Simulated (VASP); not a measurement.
# A VASP 6.6.1 single-point calculation on SrO

INCAR

```
IBRION = -1
ENCUT = 520
ISIF = 2
LREAL = .FALSE.
EDIFF = 0.001
LASPH = .TRUE.
GGA = PE
NBANDS = 15
PREC = Accurate
SIGMA = 0.02
LCHARG = .FALSE.
NSW = 0
NELM = 120
ISMEAR = -1
IVDW = 20
LWAVE = .FALSE.
```

KPOINTS

```
KPOINTS created by Atomic Simulation Environment
0
Gamma
8 8 8
0 0 0
```

POSCAR

```
Sr O
 1.0000000000000000
     0.0349035128000000    2.7922810265000000    2.7922810265000000
     2.7922810265000000    0.0349035128000000    2.7922810265000000
     2.8271845393000001    2.8271845393000001    0.0000000000000000
 Sr  O
   1   1
Cartesian
  0.0000000000000000 -0.0000000000000000  0.0125204334609432
  1.4135922696499998  1.4135922696499998  1.3836200797890568
```

The recommended PBE PAW datasets give the neutral cell 16 valence electrons.

Command

```
mpirun -np 1 vasp_std
```

Problem. Predict the outcome of this run.

Solution. It converged. Results: gap between bands v and c on the k mesh 2.51 eV; least direct gap on the k mesh 3.32 eV; pressure 2.1 GPa. Band v is the last that the valence electrons fill when counted band by band, and c is the next.

OSZICAR

```
N       E                     dE             d eps       ncg     rms          rms(c)
DAV:   1     0.736103622105E+02    0.73610E+02   -0.80885E+03  2850   0.100E+03
DAV:   2    -0.108226702135E+02   -0.84433E+02   -0.76751E+02  3929   0.214E+02
DAV:   3    -0.147758816101E+02   -0.39532E+01   -0.39309E+01  3653   0.431E+01
DAV:   4    -0.148897621920E+02   -0.11388E+00   -0.11386E+00  3787   0.690E+00
DAV:   5    -0.148919982958E+02   -0.22361E-02   -0.22361E-02  3841   0.764E-01    0.177E+01
DAV:   6    -0.119624709884E+02    0.29295E+01   -0.10272E+01  2892   0.225E+01    0.189E+01
DAV:   7    -0.117768053774E+02    0.18567E+00   -0.58644E-01  2941   0.617E+00    0.959E+00
DAV:   8    -0.117477188161E+02    0.29087E-01   -0.15567E-01  3417   0.360E+00    0.153E+00
DAV:   9    -0.117555951673E+02   -0.78764E-02   -0.68134E-03  3730   0.631E-01    0.333E-01
DAV:  10    -0.117588788234E+02   -0.32837E-02   -0.27311E-03  2962   0.342E-01    0.591E-02
DAV:  11    -0.117590023507E+02   -0.12353E-03   -0.12733E-04  2286   0.768E-02
   1 F= -.12754664E+02 E0= -.12754664E+02  d E =-.615757E-11
```

For comparison, a separate PBE run of the intended cell, on usual settings and not on those above, gives a gap of 2.52 eV on its mesh and a pressure of 1.4 GPa.
